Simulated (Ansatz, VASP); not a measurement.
# NbAs in VASP and in Ansatz

Contents of INCAR:

```
ALGO = Normal
EDIFF = 1E-8
ENCUT = 520
GGA = PE
ISIF = 2
ISMEAR = -1
LASPH = True
LCHARG = False
LEFG = True
LREAL = False
LWAVE = False
NBANDS = 16
NELM = 100
PREC = Accurate
SIGMA = 0.05
```

KPOINTS

```
k-points
0
Gamma
  11 11 11
```

File POSCAR:

```
NbAs
1.0
    0.0000000000      2.5842153857      2.5842153857
    2.5842153857      0.0000000000      2.5842153857
    2.5842153857      2.5842153857      0.0000000000
Nb As
1 1
Direct
    0.0000000000      0.0000000000      0.0000000000
    0.5000000000      0.5000000000      0.5000000000
```

Input for Ansatz:

```yaml
crystal:
  lattice:
    - [0.0, 2.5842153857, 2.5842153857]
    - [2.5842153857, 0.0, 2.5842153857]
    - [2.5842153857, 2.5842153857, 0.0]
  atoms:
    - { symbol: Nb, position: [0.0, 0.0, 0.0] }
    - { symbol: As, position: [0.5, 0.5, 0.5] }
kpoints:
  mp_grid: { grid: [11, 11, 11] }
scf:
  occupations: { method: fermi_dirac, width: 0.05 }
hamiltonian:
  xc: pbe
  pseudopotentials: { kind: paw }
output:
  forces: true
  stress: true
  eigenvalues: true
  efg: { contact_densities: true }
  write_density: true
  write_potential: true
  elf: true
  volumetric_format: npy
```

Change from the starting cell: volume scaled by 0.9405, PAW files.

Alike in both runs: task electric field gradients; functional PBE; k mesh 11 × 11 × 11; occupations fermi-dirac, width 0.05 eV; no spin polarisation.

```csv
,VASP,Ansatz
version,VASP 6.6.1,Ansatz 0.2.0
potentials or method,"VASP PAW PBE potentials, release 64 (Nb_sv, As)","PAW with Ansatz's default frozen-core files, scalar-relativistic"
plane-wave cutoff (eV),520,420
valence electrons in the cell,18,28
```

Ansatz gave:

| Quantity | Value |
| --- | --- |
| pressure (GPa) | 10.1 |
| Vzz of the field gradient on the site that differs most (V/Å²) | 0.0 |

**Question.** Which values does VASP return?

**Answer.** Pressure (GPa): 10.2; Vzz of the field gradient on the site that differs most (V/Å²): 0.0.

With one functional, cell and mesh, what is left measures potentials, basis and numerics. The two sets of potentials don't hold the same shells in valence. Ansatz warned: «gradients_without_spin_orbit».
